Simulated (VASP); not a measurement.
TePb:

```
Pb Te
1.0
     0.00000    3.23100    3.23100
     3.23100    0.00000    3.23100
     3.23100    3.23100    0.00000
Pb Te
1 1
Direct
  0.00000 0.00000 0.00000
  0.50000 0.50000 0.50000
```

* Program: VASP 6.6.1
* Task: relaxation of cell and atoms
* Functional: PBEsol
* Dispersion: D3(BJ)
* Potentials or basis: VASP PAW PBE potentials, release 64 (Pb_d, Te)
* Cutoff: 600 eV
* k mesh: 7 × 7 × 7
* Occupations: fermi-dirac, width 0.05 eV
* Spin: no spin polarisation

At the start: pressure -2.3 GPa; volume 33.73 Å³/atom.

How do energy, volume and symmetry change on relaxing?

Over 3 steps the energy falls by 13.2 meV/atom and the volume is 32.00 Å³/atom (-5.1 %); space group Fm-3m (No. 225, to 0.05 Å).

Step by step:
```tsv
step	energy change (eV)	largest force (eV/Å)	pressure (GPa)	volume (Å³)
1	0.0000	0.0000	-2.34	67.46
2	-0.0225	0.0000	1.04	62.77
3	-0.0264	0.0000	0.00	64.01
```

Final structure:
```yaml
crystal:
  lattice:
    - [0.00000, 3.17492, 3.17492]
    - [3.17492, 0.00000, 3.17492]
    - [3.17492, 3.17492, 0.00000]
  atoms:
    - { symbol: Pb, position: [0.00000, 0.00000, 0.00000] }
    - { symbol: Te, position: [0.50000, 0.50000, 0.50000] }
```

Caveat: the PAW data sets were made with another functional, which shifts forces and pressure a little.
